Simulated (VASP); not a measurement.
# Hf (P6/mmm) in VASP: further runs, part 2 of 2

VASP 6.6.1. Earlier steps stand in the parts before.

**4. Relaxation of cell and atoms, PBEsol, target pressure 0.0001 GPa, at which the enthalpy is minimised**

This run uses another cell than the first one, of 21.34 Å³/atom, 1.093 times its volume.

Contents of INCAR:

```
PREC     = Accurate       # precision mode
ENCUT    = 520            # plane-wave cutoff, eV
EDIFF    = 1E-7           # SCF threshold, eV
ISMEAR   = 0              # smearing method
SIGMA    = 0.1            # smearing width, eV
LREAL    = False          # projectors in reciprocal space
LASPH    = True           # aspherical terms in the spheres
NELM     = 80             # most SCF steps
ALGO     = Fast           # electronic algorithm
ISIF     = 3              # what is computed and relaxed
LWAVE    = False          # write WAVECAR
LCHARG   = False          # write CHGCAR
GGA      = PS             # functional
IBRION   = 2              # ionic algorithm
NSW      = 80             # ionic steps
EDIFFG   = -0.002         # ionic threshold
PSTRESS  = 0.001        
KPAR     = 4
```

Contents of KPOINTS:

```
Automatic mesh
0
Gamma
  6 6 8
```

Contents of POSCAR:

```
Hf                                      
1.0
    4.9107936616     -0.0000000000     -0.0000000000
   -2.4553968309      4.2528720848     -0.0000000000
    0.0000000000     -0.0000000000      3.0646865729
  Hf            
     3
Direct
     0.6666666699999979    0.3333333300000021    0.5000000000000000
     0.3333333300000021    0.6666666699999979    0.5000000000000000
     0.0000000000000000    0.0000000000000000    0.0000000000000000
```

Potentials or basis: VASP PAW PBE potentials, release 64 (Hf_pv).

Command:

```bash
> cat potpaw_PBE.64/Hf_pv/POTCAR > POTCAR
> mpirun -np 4 vasp_std > vasp.out
```

OUTCAR:

```text
PREC = Accurate
   ENCUT = 520
   EDIFF = 1E-7
   ISMEAR = 0
   LREAL = False
   LASPH = True
   NELM = 80
   ISIF = 3
   GGA = PS
   IBRION = 2
   NSW = 80
   EDIFFG = -0.002
   PSTRESS = 0.001

 ion  position               nearest neighbor table
   1  0.667  0.333  0.500-   2 2.84   2 2.84   2 2.84   3 3.22   3 3.22   3 3.22   3 3.22   3 3.22
                             3 3.22
   2  0.333  0.667  0.500-   1 2.84   1 2.84   1 2.84   3 3.22   3 3.22   3 3.22   3 3.22   3 3.22
                             3 3.22
   3  0.000  0.000  0.000-   1 3.22   2 3.22   1 3.22   2 3.22   1 3.22   1 3.22   2 3.22   2 3.22
                             1 3.22   1 3.22   2 3.22   2 3.22

  LATTYP: Found a hexagonal cell.
 ALAT       =     4.9107936616
 C/A-ratio  =     0.6240715420

  Lattice vectors:

 A1 = (   4.9107936616,   0.0000000000,   0.0000000000)
 A2 = (  -2.4553968309,   4.2528720848,   0.0000000000)
 A3 = (   0.0000000000,   0.0000000000,   3.0646865729)

Analysis of symmetry for initial positions (statically):
=====================================================================
 Subroutine PRICEL returns:
 Original cell was already a primitive cell.

 Routine SETGRP: Setting up the symmetry group for a
 hexagonal supercell.
[... 174 lines left out ...]

------------------------ aborting loop because EDIFF is reached ----------------------------------------

  FORCE on cell =-STRESS in cart. coord.  units (eV):
  Direction    XX          YY          ZZ          XY          YZ          ZX
  --------------------------------------------------------------------------------------
  -------------------------------------------------------------------------------------
  Total        0.0069576      0.0069576      0.0035934     -0.0000000     -0.0000000      0.0000000
  in kB        0.1741609      0.1741609      0.0899489     -0.0000000     -0.0000000      0.0000000
  external PRESSURE =       0.1450903 kB  Pullay stress =       0.0010000 kB
[... 65 lines left out ...]
--------------------------------------- Ionic step        3  -------------------------------------------

 number of electron      30.0000004 magnetization

 Free energy of the ion-electron system (eV)
  ---------------------------------------------------
  ext. energy  EPLUGINS =         0.00000000
  ---------------------------------------------------
  free energy    TOTEN  =       -31.41076912 eV

  energy without entropy =      -31.39871123  energy(sigma->0) =      -31.40474018

 E-fermi :   4.8923     XC(G=0): -11.6079

 val. band max:        4.8879395588   @ k =   0.3333   0.3333   0.2500
 cond. band min:       4.8957744842   @ k =   0.5000   0.0000   0.2500
 fundamental gap:      0.0078349254
 Fermi energy:         4.8923483448

 k-point     1 :       0.0000    0.0000    0.0000
  band No.  band energies     occupation
      1     -25.6993      2.00000
      2     -25.6993      2.00000
      3     -25.6816      2.00000
      4     -25.6816      2.00000
      5     -25.2577      2.00000
      6     -24.9976      2.00000
[... 505 lines left out ...]
      6     -25.4046      2.00000
[... 11 lines left out ...]
     18       6.5598      0.00000
     19       6.5943      0.00000

 [... further k-points ...]
[... 5 lines left out ...]
  --------------------------------------------------------------------------------------
  -------------------------------------------------------------------------------------
  Total       -0.0004722     -0.0004722     -0.0014575      0.0000000     -0.0000000      0.0000000
  in kB       -0.0118186     -0.0118186     -0.0364796      0.0000000     -0.0000000      0.0000000
  external PRESSURE =      -0.0210389 kB  Pullay stress =       0.0010000 kB
[... 22 lines left out ...]
  energy  without entropy=      -31.3987112345  energy(sigma->0) =      -31.40474018

  enthalpy is  TOTEN    =       -31.4107291671 eV   P V=        0.0000399547

 reached required accuracy - stopping structural energy minimisation
```

OSZICAR:

```text
N       E                     dE             d eps       ncg     rms          rms(c)
DAV:   1     0.965472472199E+02    0.96547E+02   -0.17257E+04  1338   0.151E+03
DAV:   2    -0.260837938372E+02   -0.12263E+03   -0.11873E+03  1515   0.325E+02
[... 24 lines left out ...]
   2 F= -.31410729E+02 E0= -.31404699E+02  d E =0.201083E-06
       N       E                     dE             d eps       ncg     rms          rms(c)
DAV:   1    -0.314107717298E+02   -0.30522E-05   -0.71169E-05  1430   0.669E-02    0.277E-02
RMM:   2    -0.314107697307E+02    0.19992E-05   -0.41132E-06  1449   0.155E-02    0.881E-03
RMM:   3    -0.314107690724E+02    0.65826E-06   -0.23698E-06  1407   0.996E-03    0.256E-03
RMM:   4    -0.314107691218E+02   -0.49416E-07   -0.50944E-07  1142   0.466E-03
   3 F= -.31410729E+02 E0= -.31404700E+02  d E =-.295338E-06
```

Run time: 20 s. Hardware: 4 MPI ranks of AMD EPYC 9R45 (Zen 5), shared host; peak memory 0.19 GiB.

What came out:

| Property | Result |
| --- | --- |
| Free energy | -31.4108 eV |
| Relaxed volume | 21.34 Å³/atom |
| Relaxed cell | a = 4.911 Å, b = 4.911 Å, c = 3.065 Å, α = 90.00°, β = 90.00°, γ = 120.00° |
| Space group after relaxing (to 0.05 Å) | P6/mmm (No. 191) |
| Energy change on relaxing (the enthalpy is what falls) | -0.0 meV/atom |
| Ionic steps | 3 |
| Pressure after relaxing | 0.0 GPa |
| Band gap on the k mesh | none (metal or under the smearing width) |

Final structure:
```xyz
3
Lattice="4.9111 0.0000 0.0000 -2.4555 4.2531 0.0000 0.0000 0.0000 3.0648" Properties=species:S:1:pos:R:3 pbc="T T T"
Hf    2.4555    1.4177    1.5324
Hf    0.0000    2.8354    1.5324
Hf   -2.4555    4.2531    3.0648
```

Levels at points of the mesh, in eV from the Fermi level:
| k point | band 11 | band 12 | band 13 | band 14 | band 15 | band 16 | band 17 | band 18 | band 19 |
| --- | --- | --- | --- | --- | --- | --- | --- | --- | --- |
| (0.00, 0.00, 0.00) | -2.62 | -0.61 | -0.61 | -0.61 | -0.58 | -0.58 | 1.15 | 2.19 | 2.19 |
| (0.50, 0.00, 0.00) | -4.52 | -3.64 | -0.51 | -0.45 | -0.38 | 0.18 | 0.90 | 1.24 | 1.55 |
| (0.00, 0.00, 0.50) | -2.65 | -2.65 | -2.18 | -1.97 | -1.97 | 1.43 | 1.43 | 2.09 | 2.09 |
| (0.50, 0.00, 0.50) | -3.03 | -2.09 | -1.48 | -0.82 | -0.69 | 0.57 | 0.62 | 1.12 | 1.73 |

Caveat: the cell is relaxed towards a set pressure, so the enthalpy falls and the energy may rise; the PAW data sets were made with another functional, which shifts forces and pressure a little.

**5. Relaxation of cell and atoms, PBEsol, target pressure 100 GPa, at which the enthalpy is minimised**

This run uses another cell than the first one, of 15.04 Å³/atom, 0.771 times its volume.

INCAR: that of step 4 with these lines changed.

```diff
@@ -16,3 +16,3 @@
 EDIFFG   = -0.002         # ionic threshold
-PSTRESS  = 0.001        
+PSTRESS  = 1000         
 KPAR     = 4
```

KPOINTS is that of step 4.

Contents of POSCAR:

```
Hf                                      
1.0
    4.3773786266      0.0000000000      0.0000000000
   -2.1886893133      3.7909211074      0.0000000000
    0.0000000000      0.0000000000      2.7197585502
  Hf            
     3
Direct
     0.6666666699999979    0.3333333300000021    0.5000000000000000
     0.3333333300000021    0.6666666699999979    0.5000000000000000
     0.0000000000000000    0.0000000000000000    0.0000000000000000
```

Command:

```bash
> cat potpaw_PBE.64/Hf_pv/POTCAR > POTCAR
> mpirun -np 4 vasp_std > vasp.out
```

Wall time 37 s (4 MPI ranks of AMD EPYC 9R45 (Zen 5), shared host); peak memory 0.17 GiB.

Results (log left out):

- Free energy: -26.4440 eV
- Relaxed volume: 14.08 Å³/atom
- Relaxed cell: a = 4.288 Å, b = 4.288 Å, c = 2.652 Å, α = 90.00°, β = 90.00°, γ = 120.00°
- Space group after relaxing (to 0.05 Å): P6/mmm (No. 191)
- Energy change on relaxing (the enthalpy is what falls): +524.9 meV/atom
- Ionic steps: 7
- Pressure after relaxing: 100.0 GPa
- Band gap on the k mesh: none (metal or under the smearing width)

The path:
```tsv
step	energy change (eV)	largest force (eV/Å)	pressure (GPa)	volume (Å³)
1	0.0000	0.0000	75.00	45.13
2	13.3718	0.0000	285.33	31.47
3	1.3674	0.0000	96.85	42.57
4	1.5355	0.0000	99.50	42.30
5	1.5700	0.0000	100.04	42.24
6	1.5774	0.0000	100.01	42.23
7	1.5747	0.0000	100.02	42.23
```

Final structure:
```cif
data_structure
_symmetry_space_group_name_H-M 'P 1'
_symmetry_Int_Tables_number 1
_cell_length_a 4.2878
_cell_length_b 4.2878
_cell_length_c 2.6525
_cell_angle_alpha 90.000
_cell_angle_beta 90.000
_cell_angle_gamma 120.000
_cell_volume 42.23
loop_
_atom_site_label
_atom_site_type_symbol
_atom_site_fract_x
_atom_site_fract_y
_atom_site_fract_z
_atom_site_occupancy
Hf1 Hf 0.66667 0.33333 0.50000 1
Hf2 Hf 0.33333 0.66667 0.50000 1
Hf3 Hf 0.00000 0.00000 0.00000 1
```

Levels at points of the mesh, in eV from the Fermi level:
| k point | band 11 | band 12 | band 13 | band 14 | band 15 | band 16 | band 17 | band 18 | band 19 |
| --- | --- | --- | --- | --- | --- | --- | --- | --- | --- |
| (0.00, 0.00, 0.00) | -4.51 | -0.63 | -0.13 | -0.13 | 0.05 | 0.05 | 1.25 | 2.79 | 2.79 |
| (0.50, 0.00, 0.00) | -4.47 | -4.19 | -1.47 | -1.30 | -0.81 | -0.25 | 1.27 | 1.75 | 4.22 |
| (0.00, 0.00, 0.50) | -4.98 | -3.33 | -3.33 | -2.50 | -0.97 | 1.85 | 1.85 | 3.55 | 3.55 |
| (0.50, 0.00, 0.50) | -3.84 | -3.68 | -2.99 | -1.33 | -0.34 | -0.04 | 1.59 | 3.24 | 3.50 |

Caveat: the cell is relaxed towards a set pressure, so the enthalpy falls and the energy may rise; the PAW data sets were made with another functional, which shifts forces and pressure a little.

**6. Relaxation of cell and atoms, PBEsol, target pressure 100 GPa, at which the enthalpy is minimised**

This run uses another cell than the first one, of 14.08 Å³/atom, 0.721 times its volume.

INCAR is that of step 5.

KPOINTS is that of step 5.

Contents of POSCAR:

```
Hf                                      
1.0
    4.2877962851     -0.0000000000      0.0000000000
   -2.1438981426      3.7133405336     -0.0000000000
   -0.0000000000     -0.0000000000      2.6524882070
  Hf            
     3
Direct
     0.6666666699999979    0.3333333300000021    0.5000000000000000
     0.3333333300000021    0.6666666699999979    0.5000000000000000
     0.0000000000000000    0.0000000000000000    0.0000000000000000
```

Potentials or basis: VASP PAW PBE potentials, release 64 (Hf_pv).

Command:

```bash
> cat potpaw_PBE.64/Hf_pv/POTCAR > POTCAR
> mpirun -np 4 vasp_std > vasp.out
```

Wall time 5.6 s (4 MPI ranks of AMD EPYC 9R45 (Zen 5), shared host); peak memory 0.13 GiB.

Results (log left out):

| Quantity | Value |
| --- | --- |
| Free energy | -26.4432 eV |
| Pressure after relaxing | 100.0 GPa |
| Band gap on the k mesh | none (metal or under the smearing width) |

Final structure:
```
Hf
1.0
     4.28780    0.00000    0.00000
    -2.14390    3.71334    0.00000
     0.00000    0.00000    2.65249
Hf
3
Direct
  0.66667 0.33333 0.50000
  0.33333 0.66667 0.50000
  0.00000 0.00000 0.00000
```

Levels at points of the mesh, in eV from the Fermi level:
```csv
k point,band 13,band 14,band 15,band 16,band 17,band 18
"(0.00, 0.00, 0.00)",-0.13,-0.13,0.05,0.05,1.25,2.79
"(0.50, 0.00, 0.00)",-1.47,-1.30,-0.81,-0.25,1.27,1.75
"(0.00, 0.00, 0.50)",-3.33,-2.50,-0.97,1.85,1.85,3.55
"(0.50, 0.00, 0.50)",-2.99,-1.33,-0.34,-0.04,1.59,3.24
```

Caveat: the relaxation stopped at its first step, so nothing moved; the cell is relaxed towards a set pressure, so the enthalpy falls and the energy may rise; the PAW data sets were made with another functional, which shifts forces and pressure a little.

**7. Summary**

| cell | target pressure | gap on the mesh (eV) | pressure (GPa) |
| --- | --- | --- | --- |
| relaxed to 12 GPa | 12 GPa | none | 12.0 |
| relaxed to 0.0001 GPa | 0.0001 GPa | none | 0.0 |
| relaxed to 100 GPa | 100 GPa | none | 100.0 |

Alike in all rows: task relaxation of cell and atoms; level PBEsol; potentials or basis VASP PAW PBE potentials, release 64 (Hf_pv); no spin polarisation; k mesh 6 × 6 × 8; cutoff (eV) 520; smearing gaussian 0.1 eV.

Caveats: the cell is relaxed towards a set pressure, so the enthalpy falls and the energy may rise; the PAW data sets were made with another functional, which shifts forces and pressure a little; the relaxation stopped at its first step, so nothing moved (some runs).

Absolute energies hang on the potentials; compare differences alone.
